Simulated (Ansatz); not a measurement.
The system is W.

```
W
1.0
     5.08300    0.00000    0.00000
     0.00000    5.08300    0.00000
     0.00000    0.00000    5.08300
W
8
Direct
  0.50000 0.25000 0.00000
  0.50000 0.75000 0.00000
  0.75000 0.00000 0.50000
  0.25000 0.00000 0.50000
  0.00000 0.50000 0.75000
  0.00000 0.50000 0.25000
  0.50000 0.50000 0.50000
  0.00000 0.00000 0.00000
```

This isn't the form of W at room conditions, which is bcc.

* Program: Ansatz 0.2.0
* Task: relaxation of cell and atoms
* Functional: PBEsol
* Potentials or basis: Ansatz PAW
* Cutoff: 420 eV (not typed: the program's choice for these potentials)
* k mesh: 5 × 5 × 5
* Occupations: fermi-dirac, width 0.05 eV
* Spin: no spin polarisation

At the start: volume 16.42 Å³/atom.

Problem. Where does the relaxation end?

Solution. It ends after 4 steps and the volume is 15.92 Å³/atom (-3.0 %); space group Pm-3n (No. 223, to 0.05 Å).

The path:
```csv
step,energy change (eV),largest force (eV/Å),volume (Å³)
1,0.0000,0.0000,131.33
2,-0.1150,0.0000,127.98
3,-0.1183,0.0000,127.35
4,-0.1169,0.0000,127.35
```

Final structure:
```
W
1.0
     5.03114    0.00000    0.00000
     0.00000    5.03114    0.00000
     0.00000    0.00000    5.03114
W
8
Direct
  0.50000 0.25000 0.00000
  0.50000 0.75000 0.00000
  0.75000 0.00000 0.50000
  0.25000 0.00000 0.50000
  0.00000 0.50000 0.75000
  0.00000 0.50000 0.25000
  0.50000 0.50000 0.50000
  0.00000 0.00000 0.00000
```

Caveat: the plane-wave basis is chosen anew once the cell has moved, so the energies of steps on either side of that aren't comparable; the PAW data sets come from PBE, with cores solved anew for the run's functional, which leaves a small shift of forces and pressure.
